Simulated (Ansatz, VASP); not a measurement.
# Au: VASP beside Ansatz

Contents of INCAR:

```
PREC     = Accurate       # precision mode
ENCUT    = 520            # plane-wave cutoff, eV
EDIFF    = 1E-7           # SCF threshold, eV
ISMEAR   = -1             # smearing method
SIGMA    = 0.05           # smearing width, eV
LREAL    = F              # projectors in reciprocal space
LASPH    = T              # aspherical terms in the spheres
NELM     = 60             # most SCF steps
ALGO     = Normal         # electronic algorithm
ISIF     = 2              # what is computed and relaxed
LWAVE    = F              # write WAVECAR
LCHARG   = F              # write CHGCAR
LMAXMIX  = 4              # l up to which the mixer works
METAGGA  = R2SCAN         # meta-GGA
LMIXTAU  = T            
NBANDS   = 12             # bands
```

KPOINTS

```
Automatic mesh
0
Gamma
  11 11 11
```

POSCAR

```
Au
1.0
    0.0000000000      2.0350000000      2.0350000000
    2.0350000000      0.0000000000      2.0350000000
    2.0350000000      2.0350000000      0.0000000000
Au
1
Direct
    0.0000000000      0.0000000000      0.0000000000
```

The input KPOINTS_OPT:

```
path GXWKGLUWLK,UX
20
line-mode
reciprocal
 0.0000000000  0.0000000000  0.0000000000  G
 0.5000000000  0.0000000000  0.5000000000  X

 0.5000000000  0.0000000000  0.5000000000  X
 0.5000000000  0.2500000000  0.7500000000  W

 0.5000000000  0.2500000000  0.7500000000  W
 0.3750000000  0.3750000000  0.7500000000  K

 0.3750000000  0.3750000000  0.7500000000  K
 0.0000000000  0.0000000000  0.0000000000  G

 0.0000000000  0.0000000000  0.0000000000  G
 0.5000000000  0.5000000000  0.5000000000  L

 0.5000000000  0.5000000000  0.5000000000  L
 0.6250000000  0.2500000000  0.6250000000  U

 0.6250000000  0.2500000000  0.6250000000  U
 0.5000000000  0.2500000000  0.7500000000  W

 0.5000000000  0.2500000000  0.7500000000  W
 0.5000000000  0.5000000000  0.5000000000  L

 0.5000000000  0.5000000000  0.5000000000  L
 0.3750000000  0.3750000000  0.7500000000  K

 0.6250000000  0.2500000000  0.6250000000  U
 0.5000000000  0.0000000000  0.5000000000  X
```

The input input.yaml:

```yaml
crystal:
  lattice:
    - [0.0, 2.035, 2.035]
    - [2.035, 0.0, 2.035]
    - [2.035, 2.035, 0.0]
  atoms:
    - { symbol: Au, position: [0.0, 0.0, 0.0] }
hamiltonian:
  xc: r2scan
  pseudopotentials: { kind: paw }
kpoints:
  mp_grid: { grid: [11, 11, 11] }
  band_path:
    path:
      - [[0.0, 0.0, 0.0], [0.5, 0.0, 0.5], [0.5, 0.25, 0.75], [0.375, 0.375, 0.75], [0.0, 0.0, 0.0], [0.5, 0.5, 0.5], [0.625, 0.25, 0.625], [0.5, 0.25, 0.75], [0.5, 0.5, 0.5], [0.375, 0.375, 0.75]]
      - [[0.625, 0.25, 0.625], [0.5, 0.0, 0.5]]
    npoints: 14
scf:
  occupations: { method: fermi_dirac, width: 0.05 }
  n_extra_bands: 6
output:
  forces: true
  stress: true
  eigenvalues: true
  fatbands: true
```

Alike in both runs: task band structure; functional r2SCAN; k mesh 11 × 11 × 11; occupations fermi-dirac, width 0.05 eV; no spin polarisation.

|  | VASP | Ansatz |
| --- | --- | --- |
| version | VASP 6.6.1 | Ansatz 0.2.0 |
| potentials or method | VASP PAW PBE potentials, release 64 (Au) | Ansatz PAW |
| plane-wave cutoff (eV) | 520 | 500 |
| valence electrons in the cell | 11 | 19 |

|  | VASP | Ansatz | Ansatz less VASP |
| --- | --- | --- | --- |
| gap on the k mesh at the Fermi level (eV) | none | none | - |
| pressure (GPa) | 7.2 | 6.8 | -0.37 |

A gap of «none» marks a metal or a gap that the smearing closes. The two sets of potentials don't hold the same shells in valence.

Caveats: spin-orbit coupling is left out, which moves the levels of the heavy elements; the PAW data sets were made with another functional, which shifts forces and pressure a little (VASP); the PAW data sets come from PBE, with cores solved anew for the run's functional, which leaves a small shift of forces and pressure (Ansatz).
